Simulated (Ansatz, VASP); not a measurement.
Given: the input of a run of VASP 6.6.1 on Ca.

INCAR

```
SYSTEM = Ca
ALGO = Normal
EDIFF = 1E-6
EDIFFG = -0.02
ENCUT = 600
GGA = PE
IBRION = 2
ISIF = 3
ISMEAR = -1
LASPH = .TRUE.
LCHARG = .FALSE.
LREAL = .FALSE.
LWAVE = .FALSE.
NELM = 60
NSW = 40
PREC = Accurate
SIGMA = 0.05
```

The input KPOINTS:

```
k-points
0
G
  8 8 8
  0 0 0
```

The input POSCAR:

```
Ca
1.0
   -2.2400000000      2.2400000000      2.2400000000
    2.2400000000     -2.2400000000      2.2400000000
    2.2400000000      2.2400000000     -2.2400000000
Ca
1
Direct
    0.0000000000      0.0000000000      0.0000000000
```

Potentials or basis: VASP PAW PBE potentials, release 64 (Ca_sv).

Run with:

```sh
$ cat potpaw_PBE.64/Ca_sv/POTCAR > POTCAR
$ mpirun -np 1 vasp_std > vasp.out
```

Set up the same calculation for Ansatz 0.2.0. Potentials there: Ansatz PAW.

As run (the cutoff follows the program's own potentials):

The input input.yaml:

```yaml
crystal:
  lattice:
    - [-2.24, 2.24, 2.24]
    - [2.24, -2.24, 2.24]
    - [2.24, 2.24, -2.24]
  atoms:
    - { symbol: Ca, position: [0.0, 0.0, 0.0] }
hamiltonian:
  xc: pbe
  pseudopotentials: { kind: paw }
kpoints:
  mp_grid: { grid: [8, 8, 8] }
scf:
  occupations: { method: fermi_dirac, width: 0.05 }
output:
  forces: true
  stress: true
  eigenvalues: true
relax:
  f_tol: 0.01
  max_steps: 40
  cell: { stress_tol: 0.05 }
```

Potentials or basis: Ansatz PAW.

The run is started by

```console
$ ansatz run input.yaml --threads 2 --pin off --max-ram 5632MiB --backend cpu --events-out ev --progress --plain --runs-dir out
```

Both were run:

|  | VASP | Ansatz | Ansatz less VASP |
| --- | --- | --- | --- |
| gap on the k mesh at the Fermi level, each at its own relaxed structure (eV) | none | none | - |
| relaxed volume (Å³/atom) | 42.19 | 42.06 | -0.123 |
| relaxed cell length with the largest relative difference (Å) | 3.798 | 3.795 | -0.0037 |
| energy change over the relaxation (meV/atom) | -8 | -9 | -0.5 |

A gap of «none» marks a metal or a gap that the smearing closes.

Caveats: the plane-wave basis is chosen anew once the cell has moved, so the energies of steps on either side of that aren't comparable (Ansatz).
